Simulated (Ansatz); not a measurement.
A surface is cut from this relaxed crystal of InP:

```xyz
2
Lattice="0.0000 2.7702 2.7702 2.7702 0.0000 2.7702 2.7702 2.7702 0.0000" Properties=species:S:1:pos:R:3 pbc="T T T"
In    0.0000    0.0000    0.0000
P     2.7702    2.7702    2.7702
```

Miller indices refer to the conventional cell of Fm-3m (No. 225), a = 5.540 Å, b = 5.540 Å, c = 5.540 Å, α = 90.00°, β = 90.00°, γ = 90.00°.

Theory: Ansatz, DFT PBE, scalar-relativistic, plane waves, PAW. Cutoff 420 eV, Gaussian smearing of 0.10 eV, no spin polarisation. A dipole correction acts along the normal.

A relaxed slab with low-index faces, about a nanometre thick, has these properties:

For this slab, the surface energy (mean of both faces) is 1.03 J/m² and the work function is 4.37 eV (top), 5.77 eV (bottom). The dipole of the slab along +c, per cell is 0.10 e·Å.

Q: Which low-index plane was cut, and which atoms end it?

A: The (111) plane, with In in the top plane and P in the bottom one as cut, before relaxation. The planes from bottom to top: P, In, P, In, P, In, P, In.

The reference crystal is the rock-salt form of InP, which isn't its usual structure.